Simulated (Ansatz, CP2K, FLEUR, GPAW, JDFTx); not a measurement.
## PbF2: energy against volume and a worked fit

Symmetry: Fm-3m, No. 225, cubic system. The conventional cell has a = 5.927 Å, b = 5.927 Å, c = 5.927 Å, α = 90.00°, β = 90.00°, γ = 90.00°. Pb (site symmetry m-3m) is surrounded by 8 F at 2.57 Å. Around F (site symmetry -43m) lie 4 Pb at 2.57 Å.

The cell was scaled at fixed shape and fractions and run with CP2K, POTENTIAL_UZH Pb GTH-PBE-q4, F GTH-PBE-q7; TZVP-MOLOPT-PBE-GTH basis; PBEsol, k mesh 8 × 8 × 8 on the cell of 3 atoms, fermi-dirac occupations of 0.05 eV, no spin polarisation, no spin-orbit coupling. The potentials were made for PBE. Energies are those that the program minimises, any entropy of the smearing included.

| V (Å³/atom) | energy over the lowest row (meV/atom) |
| --- | --- |
| 16.3125 | 29.45 |
| 16.6596 | 16.06 |
| 17.0067 | 6.99 |
| 17.3538 | ? |
| 17.7008 | 0.00 |
| 18.0479 | 1.31 |
| 18.3950 | 5.37 |

Fit the third-order Birch-Murnaghan form, give V0, B0 and B′, and predict the energy left open.

With y = (V0/V)^(2/3), E = E0 + (9 V0 B0/16) [(y - 1)³ B′ + (y - 1)² (6 - 4y)]. Least squares through the rows shown give V0 = 17.7206 Å³/atom, E0 = 0.00 meV, B0 = 72.04 GPa (1 eV/Å³ = 160.218 GPa) and B′ = 4.72, with a largest miss of 0.01 meV. At V = 17.3538 the form with these constants gives 1.78 meV; the run gave 1.77 meV an atom. Other set-ups at this level, from all their volumes (Å³/atom, GPa): FLEUR, all-electron, FLAPW: V0 17.096, B0 74.22; GPAW, PAW data sets generated for this functional: V0 17.060, B0 75.37; JDFTx, PseudoDojo-SR-PBEsol-0.4.1-standard with smoothed tails: V0 17.115, B0 76.57; Ansatz, all-electron LAPW, scalar-relativistic: V0 17.104, B0 76.29.
